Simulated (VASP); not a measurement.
A calculation with VASP 6.6.1 of Si (ASE script, structure typed inline):

File run.py:

```python
from ase import Atoms
from ase.calculators.vasp import Vasp
from ase.dft.bandgap import bandgap

atoms = Atoms(
    ['Si', 'Si', 'Si', 'Si'],
    cell=[[-3.32544429, 3.32544429, 1.92238566], [3.32544429, -3.32544429, 1.92238566], [3.32544429, 3.32544429, -1.92238566]],
    scaled_positions=[[0.82119894, 0.17880106, 0.0], [0.17880106, 0.82119894, 0.0], [0.82119894, 0.82119894, 0.64239788], [0.17880106, 0.17880106, 0.35760212]],
    pbc=True,
)
calc = Vasp(
    directory='calc',
    xc='pbe',
    pp='PBE',
    setups='materialsproject',
    prec='Accurate',
    encut=520,
    ediff=1e-06,
    ismear=0,
    sigma=0.02,
    lreal=False,
    lasph=True,
    nelm=100,
    algo='Fast',
    isif=2,
    lwave=False,
    lcharg=False,
    kpts=[8, 8, 8],
    gamma=True,
)
atoms.calc = calc

print('energy (eV):', atoms.get_potential_energy())
print('free energy (eV):', atoms.get_potential_energy(force_consistent=True))
print('forces (eV/A):')
print(atoms.get_forces())
print('stress (eV/A^3, Voigt):', atoms.get_stress())
print('Fermi level (eV):', calc.get_fermi_level())
gap, top, bottom = bandgap(calc)
print('band gap (eV):', gap, 'from (spin, k, band)', top, 'to', bottom)
```

Potentials or basis: VASP PAW PBE potentials, release 64 (Si).

Run with:

```sh
$ python run.py
```

This isn't the form of Si at room conditions, which is diamond.

Task: Write the same calculation in another form: native input, structure from a POSCAR.

Result: As run:

INCAR

```
ALGO     = Normal         # electronic algorithm
EDIFF    = 1E-7           # SCF threshold, eV
ENCUT    = 520            # plane-wave cutoff, eV
GGA      = PE             # functional
ISIF     = 2              # what is computed and relaxed
ISMEAR   = 0              # smearing method
LASPH    = True           # aspherical terms in the spheres
LCHARG   = False          # write CHGCAR
LREAL    = False          # projectors in reciprocal space
LWAVE    = False          # write WAVECAR
NBANDS   = 16             # bands
NELM     = 100            # most SCF steps
PREC     = Accurate       # precision mode
SIGMA    = 0.02           # smearing width, eV
```

File KPOINTS:

```
k-points
0
Gamma
  8 8 8
```

POSCAR

```
Si
5.0806
   -0.654537710113      0.654537710113      0.378377683738
    0.654537710113     -0.654537710113      0.378377683738
    0.654537710113      0.654537710113     -0.378377683738
Si
4
Direct
    0.8211989400      0.1788010600      0.0000000000
    0.1788010600      0.8211989400      0.0000000000
    0.8211989400      0.8211989400      0.6423978800
    0.1788010600      0.1788010600      0.3576021200
```

Potentials or basis: VASP PAW PBE potentials, release 64 (Si).

Command:

```console
$ cat potpaw_PBE.64/Si/POTCAR > POTCAR
$ mpirun -np 1 vasp_std > vasp.out
```

Both were run:

|  | ASE script, structure typed inline | native input, structure from a POSCAR |
| --- | --- | --- |
| Pressure | 1.3 GPa | 1.3 GPa |
| Largest force | 0.008 eV/Å | 0.008 eV/Å |
| Band gap on the k mesh | 0.26 eV, indirect (least direct gap 0.39 eV) | 0.26 eV, indirect (least direct gap 0.39 eV) |

Keys that steer only the numerical path or the files written may differ.
